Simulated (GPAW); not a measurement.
**Ag in GPAW: the effect of strain hydrostatic**

Ag:

```
Ag
1.0
     0.00000    1.96104    1.96104
     1.96104    0.00000    1.96104
     1.96104    1.96104    0.00000
Ag
1
Direct
  0.00000 0.00000 0.00000
```

Alike in all runs:

- Program: GPAW 26.7.0
- Task: single point
- Functional: PBEsol
- Potentials or basis: PAW data sets generated in the run's folder for this functional
- Cutoff: 600 eV
- Basis: pw
- k mesh: 11 × 11 × 11
- Occupations: fermi-dirac, width 0.05 eV
- Spin: no spin polarisation
- Maxiter: 150

```csv
strain hydrostatic,pressure (GPa)
-0.04,15.4
-0.02,4.6
-0.01,0.5
0,-2.9
0.01,-5.7
0.02,-7.9
0.04,?
```

What does the run with strain hydrostatic 0.04 give?

Pressure -11.2 GPa.

Worked out: A parabola through the other rows of the pressure, of slope -24.4 GPa per unit of strain hydrostatic there, extrapolates to -9.8 GPa, against the run's -11.2.

Caveats: the density grid can change from cell to cell, which puts small steps into energies and stress.

Runs at the PBE level aren't shown here.
